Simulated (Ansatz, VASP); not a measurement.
Li2O: VASP beside Ansatz

The input POSCAR:

```
Li2O
1.0
    0.0000000000      2.2863730496      2.2863730496
    2.2863730496      0.0000000000      2.2863730496
    2.2863730496      2.2863730496      0.0000000000
Li O
2 1
Direct
    0.2500000000      0.2500000000      0.2500000000
    0.7500000000      0.7500000000      0.7500000000
    0.0000000000      0.0000000000      0.0000000000
```

File INCAR.step1:

```
  PREC = Accurate
  ENCUT = 600
  ISMEAR = 0
  SIGMA = 0.01
  LREAL = False
  LASPH = True
  NELM = 100
  GGA = PE
  ALGO = Normal
  EDIFF = 1E-4
  LWAVE = True
  LCHARG = False
```

INCAR.step2

```
  PREC = Accurate
  ENCUT = 600
  EDIFF = 1E-7
  ISMEAR = 0
  SIGMA = 0.01
  LREAL = False
  LASPH = True
  NELM = 100
  ALGO = Normal
  ISIF = 3
  LWAVE = False
  LCHARG = False
  METAGGA = R2SCAN
  LMIXTAU = True
  IBRION = 2
  NSW = 80
  EDIFFG = -0.001
  ISTART = 1
```

Contents of KPOINTS:

```
Automatic mesh
0
Gamma
  8 8 8
```

Input for Ansatz:

```yaml
crystal:
  lattice:
    - [0.0, 2.2863730496, 2.2863730496]
    - [2.2863730496, 0.0, 2.2863730496]
    - [2.2863730496, 2.2863730496, 0.0]
  atoms:
    - { symbol: Li, position: [0.25, 0.25, 0.25] }
    - { symbol: Li, position: [0.75, 0.75, 0.75] }
    - { symbol: O, position: [0.0, 0.0, 0.0] }
basis:
  ecutwfc: 500
kpoints:
  mp_grid: { grid: [8, 8, 8] }
hamiltonian:
  xc: r2scan
scf:
  occupations: { method: fixed }
output:
  forces: true
  stress: true
  eigenvalues: true
relax:
  adjacent_minimum: "off"
  f_tol: 0.001
  max_steps: 60
  cell: { stress_tol: 0.01 }
```

Alike in both runs: task relaxation of cell and atoms; functional r2SCAN; k mesh 8 × 8 × 8; no spin polarisation.

```csv
,VASP,Ansatz
version,VASP 6.6.1,Ansatz 0.2.0
potentials or method,"VASP PAW PBE potentials, release 64 (Li_sv, O)","scalar-relativistic, plane waves, PAW"
plane-wave cutoff (eV),600,500
occupations,"gaussian, width 0.01 eV",fixed
valence electrons in the cell,12,12
```

|  | VASP | Ansatz | Ansatz less VASP |
| --- | --- | --- | --- |
| gap on the k mesh at the Fermi level, each at its own relaxed structure (eV) | 5.73 | 5.77 | +0.035 |
| relaxed volume (Å³/atom) | 7.95 | 7.97 | +0.014 |
| relaxed cell length with the largest relative difference (Å) | 3.232 | 3.233 | +0.0019 |

Caveats: the cutoff is under 1.25 times the usual one of these potentials, so pressure, stress and relaxed cells hold a basis-set (Pulay) error (VASP); the PAW data sets were made with another functional, which shifts forces and pressure a little (VASP). A k mesh can miss the band edges.
